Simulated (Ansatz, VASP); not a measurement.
# Ir in VASP and in Ansatz

```
Ir
1.0
     2.79895    0.00000    0.00000
    -1.39948    2.42396    0.00000
     0.00000    0.00000    9.02718
Ir
4
Cartesian
  0.0000 0.0000 0.0000
  0.0000 0.0000 4.5136
  0.0000 1.6160 6.7704
  1.3995 0.8080 2.2568
```

Alike in both runs: task single point; functional PBEsol; k mesh 9 × 9 × 2; occupations gaussian, width 0.1 eV; no spin polarisation.

|  | VASP | Ansatz |
| --- | --- | --- |
| version | VASP 6.6.1 | Ansatz 0.2.0 |
| potentials or method | VASP PAW PBE potentials, release 64 (Ir) | scalar-relativistic, plane waves, PAW |
| plane-wave cutoff (eV) | 520 | 420 |
| valence electrons in the cell | 36 | 68 |

Ansatz gave:

| Item | Value |
| --- | --- |
| gap on the k mesh at the Fermi level (eV) | none |
| pressure (GPa) | -26.1 |
| largest component of the traceless stress (GPa) | 0.90 |

Problem. What did VASP give for the same quantities?

Solution. gap on the k mesh at the Fermi level (eV): none; pressure (GPa): -25.6; largest component of the traceless stress (GPa): 0.94.

A gap of «none» marks a metal or a gap that the smearing closes. The two sets of potentials don't hold the same shells in valence.

Caveats: so large a pressure means that the cell lies far from this level's equilibrium, or that cutoff or potentials fall short (VASP); the potentials were made for another functional, which shifts forces and pressure (VASP). Spin-orbit coupling is left out, which matters for the levels of Ir.
